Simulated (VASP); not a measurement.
# Ge (Fd-3m) in VASP: a series of runs, part 2 of 2

VASP 6.6.1.

### Step 5. Relaxation of the atoms, r2SCAN (a relaxed cell with its volume scaled by 1.06)

The input, INCAR:

```
SYSTEM = Ge
ALGO = Normal ; EDIFF = 1E-7
EDIFFG = -0.01 ; ENCUT = 600
IBRION = 2 ; ISIF = 2
ISMEAR = 0 ; LASPH = .True.
LCHARG = .False. ; LMIXTAU = .True.
LREAL = .False. ; LWAVE = .False.
METAGGA = R2SCAN ; NELM = 80
NSW = 40 ; PREC = Accurate
SIGMA = 0.03
```

The input, KPOINTS:

```
k-points
0
Gamma
  10 10 10
  0 0 0
```

The input, POSCAR:

```
Ge                                      
1.0
    0.0000000000      2.8940631501      2.8940631501
    2.8940631501      0.0000000000      2.8940631501
    2.8940631501      2.8940631501      0.0000000000
  Ge            
     2
Direct
     0.0000000000000000    0.0000000000000000    0.0000000000000000
     0.2500000000000000    0.2500000000000000    0.2500000000000000
```

Potentials or basis: VASP PAW PBE potentials, release 64 (Ge_d).

Started as:

```sh
> cat potpaw_PBE.64/Ge_d/POTCAR > POTCAR
> mpirun -np 1 vasp_std > vasp.out
```

OUTCAR:

```text
SYSTEM = Ge
   EDIFF = 1E-7
   EDIFFG = -0.01
   ENCUT = 600
   IBRION = 2
   ISIF = 2
   ISMEAR = 0
   LASPH = .True.
   LREAL = .False.
   METAGGA = R2SCAN
   NELM = 80
   NSW = 40
   PREC = Accurate

 ion  position               nearest neighbor table
   1  0.000  0.000  0.000-   2 2.51   2 2.51   2 2.51   2 2.51
   2  0.250  0.250  0.250-   1 2.51   1 2.51   1 2.51   1 2.51

  LATTYP: Found a face centered cubic cell.
 ALAT       =     5.7881263002

  Lattice vectors:

 A1 = (   0.0000000000,   2.8940631501,   2.8940631501)
 A2 = (   2.8940631501,   0.0000000000,   2.8940631501)
 A3 = (   2.8940631501,   2.8940631501,   0.0000000000)

Analysis of symmetry for initial positions (statically):
=====================================================================
 Subroutine PRICEL returns:
 Original cell was already a primitive cell.

 Routine SETGRP: Setting up the symmetry group for a
 face centered cubic supercell.

 Subroutine GETGRP returns: Found 48 space group operations
[... 163 lines left out ...]
  ext. energy  EPLUGINS =         0.00000000
  ---------------------------------------------------
  free energy    TOTEN  =       -27.71229761 eV

  energy without entropy =      -27.71225133  energy(sigma->0) =      -27.71227447

 E-fermi :   4.1622     XC(G=0): -10.4671

 val. band max:        4.1531370149   @ k =   0.0000   0.0000   0.0000
 cond. band min:       4.3777914186   @ k =   0.5000   0.0000   0.0000
 fundamental gap:      0.2246544036
 Fermi energy:         4.1622402036

 k-point     1 :       0.0000    0.0000    0.0000
  band No.  band energies     occupation
      1     -21.2546      2.00000
      2     -21.2546      2.00000
      3     -21.2546      2.00000
      4     -21.2204      2.00000
      5     -21.2204      2.00000
      6     -21.0380      2.00000
[... 481 lines left out ...]
      5     -21.1482      2.00000
      6     -21.1275      2.00000
[... 10 lines left out ...]
     17      10.9419      0.00000
     18      11.4751      0.00000

 [... further k-points ...]
[... 5 lines left out ...]
  --------------------------------------------------------------------------------------
  -------------------------------------------------------------------------------------
  Total       -1.0738566     -1.0738566     -1.0738566     -0.0000000      0.0000000     -0.0000000
  in kB      -35.4897431    -35.4897431    -35.4897431     -0.0000000      0.0000000     -0.0000000
  external PRESSURE =     -35.4897431 kB  Pullay stress =       0.0000000 kB

 VOLUME and BASIS-vectors are now :
 -----------------------------------------------------------------------------
  energy-cutoff  :      600.00
  volume of cell :       48.48
      direct lattice vectors                 reciprocal lattice vectors
     0.000000000  2.894063150  2.894063150    -0.172767481  0.172767481  0.172767481
     2.894063150  0.000000000  2.894063150     0.172767481 -0.172767481  0.172767481
     2.894063150  2.894063150  0.000000000     0.172767481  0.172767481 -0.172767481

 POSITION                                       TOTAL-FORCE (eV/Angst)
 -----------------------------------------------------------------------------------
      0.00000      0.00000      0.00000        -0.000000      0.000000      0.000000
      1.44703      1.44703      1.44703         0.000000     -0.000000     -0.000000
 -----------------------------------------------------------------------------------
    total drift:                                0.000000      0.000000      0.000000

  FREE ENERGIE OF THE ION-ELECTRON SYSTEM (eV)
  ---------------------------------------------------
  free  energy   TOTEN  =       -27.7122976062 eV

  energy  without entropy=      -27.7122513276  energy(sigma->0) =      -27.71227447

 reached required accuracy - stopping structural energy minimisation
```

OSZICAR:

```text
N       E                     dE             d eps       ncg     rms          rms(c)
DAV:   1     0.155954237976E+03    0.15595E+03   -0.17067E+04  1728   0.460E+03
DAV:   2    -0.743994903241E+01   -0.16339E+03   -0.16076E+03  1692   0.600E+02
DAV:   3    -0.296804994237E+02   -0.22241E+02   -0.22069E+02  1864   0.158E+02
[... 15 lines left out ...]
DAV:  19    -0.277122986806E+02    0.60983E-06   -0.55153E-08  1062   0.331E-03    0.138E-03
DAV:  20    -0.277122978491E+02    0.83146E-06   -0.34301E-08   876   0.304E-03    0.447E-04
DAV:  21    -0.277122974305E+02    0.41866E-06   -0.81911E-09   846   0.155E-03    0.366E-04
DAV:  22    -0.277122975510E+02   -0.12057E-06   -0.41165E-09   846   0.896E-04    0.186E-04
DAV:  23    -0.277122976062E+02   -0.55127E-07   -0.80794E-10   846   0.392E-04
   1 F= -.27712298E+02 E0= -.27712274E+02  d E =-.277123E+02
```

Run time: 3.1 min. Hardware: 1 thread of AMD EPYC 9R45 (Zen 5), shared host; peak memory 0.2 GiB.

What came out:

```yaml
Free_energy: -27.7123 eV
Pressure_after_relaxing: -3.5 GPa
Band_gap_on_the_k_mesh: none (metal or under the smearing width)
```

Final structure:
```xyz
2
Lattice="0.0000 2.8941 2.8941 2.8941 0.0000 2.8941 2.8941 2.8941 0.0000" Properties=species:S:1:pos:R:3 pbc="T T T"
Ge    0.0000    0.0000    0.0000
Ge    1.4470    1.4470    1.4470
```

Caveat: the relaxation stopped at its first step, so nothing moved; the PAW data sets were made with another functional, which shifts forces and pressure a little.

### Step 6. The runs side by side

```csv
cell,gap on the mesh (eV),pressure (GPa)
atoms relaxed,0.31,0.0
atoms relaxed from: a relaxed cell with its volume scaled by 1.02,0.12,-1.3
atoms relaxed from: a relaxed cell with its volume scaled by 1.04,none,-2.5
atoms relaxed from: a relaxed cell with its volume scaled by 1.06,none,-3.5
```

Alike in all rows: task relaxation of the atoms; level r2SCAN; potentials or basis VASP PAW PBE potentials, release 64 (Ge_d); no spin polarisation; k mesh 10 × 10 × 10; cutoff (eV) 600; smearing gaussian 0.03 eV.

Caveats: the relaxation stopped at its first step, so nothing moved; the PAW data sets were made with another functional, which shifts forces and pressure a little.

Total energies depend on the potentials used, so only differences within one code and one set of settings carry meaning.

### Step 7. How close it comes

Step 2. Measured gap of Ge: 0.744 eV (indirect; 0 K; “Temperature-dependent photoluminescence in Ge: experiment and theory”, 2020, arxiv:2003.00143). This calculation gives 0.31 eV (-0.44 eV). 3 values of this kind are on record (0.666 to 0.807 eV); this one was drawn at random among those near their median. Spin-orbit coupling on Ge is left out. The value is that of r2SCAN on a finite k mesh, which can miss the band edges, without temperature or zero-point motion.
